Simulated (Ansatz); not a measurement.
**SnTe: shifting one sublattice**

This session takes SnTe and sets out to map the energy as every Te atom is pushed off its site.

Computed with Ansatz 0.2.0 (DFT PBEsol, scalar-relativistic, plane waves, PAW, unless a step's input says otherwise).

### 1 The system as given

The structure is cubic, space group Fm-3m (No. 225). Conventional cell: a = 6.313 Å, b = 6.313 Å, c = 6.313 Å, α = 90.00°, β = 90.00°, γ = 90.00°. Sn (site symmetry m-3m) has 6 Te at 3.16 Å in its first shell of neighbours. Te (site symmetry m-3m) is surrounded by 6 Sn at 3.16 Å.

Structure file:

```
CELL_PARAMETERS angstrom
0.00000 3.15650 3.15650
3.15650 0.00000 3.15650
3.15650 3.15650 0.00000
ATOMIC_POSITIONS crystal
Sn 0.00000 0.00000 0.00000
Te 0.50000 0.50000 0.50000
```

No relaxation comes first: the listed cell is the starting point.

### 2 The scan: shifting one sublattice

Every Te atom is moved by x along the Cartesian unit vector (0.707, 0.707, 0.000); the cell and all other atoms stay fixed. Forces below are components along that vector, summed over the moved atoms.

### 3 x = -0.100 Å

input.yaml reads:

```yaml
crystal:
  lattice:
    - [0.0, 3.1565, 3.1565]
    - [3.1565, 0.0, 3.1565]
    - [3.1565, 3.1565, 0.0]
  atoms:
    - { symbol: Sn, position: [0.0, 0.0, 0.0] }
    - { symbol: Te, position: [0.5, 0.5, 0.4775983912] }
basis:
  ecutwfc: 420
kpoints:
  mp_grid: { grid: [10, 10, 10] }
hamiltonian:
  xc: pbesol
scf:
  occupations: { method: gaussian, width: 0.03 }
output:
  forces: true
  stress: true
  eigenvalues: true
```

Command:

```bash
$ ansatz run input.yaml --threads 1 --pin off --max-ram 2560MiB --backend cpu --events-out ev --progress --plain --runs-dir out
```

### 4 x = 0.075 Å

Edit input.yaml of step 3 so:

```diff
@@ -7,3 +7,3 @@
     - { symbol: Sn, position: [0.0, 0.0, 0.0] }
-    - { symbol: Te, position: [0.5, 0.5, 0.4775983912] }
+    - { symbol: Te, position: [0.5, 0.5, 0.5168012066] }
 basis:
```

### 5 Point x = -0.050 Å

Edit input.yaml of step 4 so:

```diff
@@ -7,3 +7,3 @@
     - { symbol: Sn, position: [0.0, 0.0, 0.0] }
-    - { symbol: Te, position: [0.5, 0.5, 0.5168012066] }
+    - { symbol: Te, position: [0.5, 0.5, 0.4887991956] }
 basis:
```

### 6 x = 0.025 Å

Edit input.yaml of step 5 so:

```diff
@@ -7,3 +7,3 @@
     - { symbol: Sn, position: [0.0, 0.0, 0.0] }
-    - { symbol: Te, position: [0.5, 0.5, 0.4887991956] }
+    - { symbol: Te, position: [0.5, 0.5, 0.5056004022] }
 basis:
```

### 7 x = 0.087 Å

Edit input.yaml of step 6 so:

```diff
@@ -7,3 +7,3 @@
     - { symbol: Sn, position: [0.0, 0.0, 0.0] }
-    - { symbol: Te, position: [0.5, 0.5, 0.5056004022] }
+    - { symbol: Te, position: [0.5, 0.5, 0.5196014077] }
 basis:
```

### 8 x = 0.062 Å

Edit input.yaml of step 7 so:

```diff
@@ -7,3 +7,3 @@
     - { symbol: Sn, position: [0.0, 0.0, 0.0] }
-    - { symbol: Te, position: [0.5, 0.5, 0.5196014077] }
+    - { symbol: Te, position: [0.5, 0.5, 0.5140010055] }
 basis:
```

### 9 Point x = 0.037 Å

Edit input.yaml of step 8 so:

```diff
@@ -7,3 +7,3 @@
     - { symbol: Sn, position: [0.0, 0.0, 0.0] }
-    - { symbol: Te, position: [0.5, 0.5, 0.5140010055] }
+    - { symbol: Te, position: [0.5, 0.5, 0.5084006033] }
 basis:
```

### 10 Point x = 0.013 Å

Edit input.yaml of step 9 so:

```diff
@@ -7,3 +7,3 @@
     - { symbol: Sn, position: [0.0, 0.0, 0.0] }
-    - { symbol: Te, position: [0.5, 0.5, 0.5084006033] }
+    - { symbol: Te, position: [0.5, 0.5, 0.5028002011] }
 basis:
```

(Steps that only read results are left out.)

Before running it: what results should come out?

**Answer**, as computed:

| quantity | value |
| --- | --- |
| force constant along x, from the points at -0.050, 0 and 0.013 Å | -0.03 eV/Å² |

Near the site the force constant is -0.03 eV/Å², so the site is no minimum along this line. No sampled point lies below the undisturbed cell. The gap on the mesh stays between 0.10 and 0.13 eV. Spin-orbit coupling is left out, which matters for the bands of Te.
